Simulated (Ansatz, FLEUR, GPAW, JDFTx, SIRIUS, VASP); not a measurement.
ZnSe: programs and potentials compared

```
Se Zn
1.0
     0.00000    2.83380    2.83380
     2.83380    0.00000    2.83380
     2.83380    2.83380    0.00000
Se Zn
1 1
Direct
  0.75000 0.75000 0.75000
  0.00000 0.00000 0.00000
```

Alike in all runs: task equation of state; functional PBEsol; k mesh 8 × 8 × 8; occupations fermi-dirac, width 0.05 eV; no spin polarisation; no spin-orbit coupling.

| program and potentials | plane-wave cutoff (eV) | notes | equilibrium volume (Å³/atom) | bulk modulus (GPa) |
| --- | --- | --- | --- | --- |
| Ansatz, all-electron LAPW, scalar-relativistic | - | - | 22.35 | 65.1 |
| JDFTx, PseudoDojo-SR-PBEsol-0.4.1-standard with smoothed tails | 1170 | - | 22.33 | 65.2 |
| VASP, PBE PAW files Se, Zn, 520 eV | 520 | potentials made for PBE | 22.44 | 65.0 |
| SIRIUS, PseudoDojo 0.4.1 PBEsol standard (scalar relativistic) | 1177 | - | 22.33 | 65.2 |
| FLEUR, all-electron, FLAPW | - | - | 22.35 | 65.3 |
| GPAW, PAW data sets generated for this functional | 600 | - | 22.35 | 65.4 |

The equilibrium volume spans 22.33 (SIRIUS, PseudoDojo 0.4.1 PBEsol standard (scalar relativistic)) to 22.44 Å³/atom (VASP, PBE PAW files Se, Zn, 520 eV), with all-electron results at 22.35. The bulk modulus spans 65.0 (VASP, PBE PAW files Se, Zn, 520 eV) to 65.4 GPa (GPAW, PAW data sets generated for this functional), with all-electron results at 65.1 to 65.3.

The functional is the same throughout but for its coding, so the spread measures potentials, basis and numerics; runs on potential files found faulty are left out.
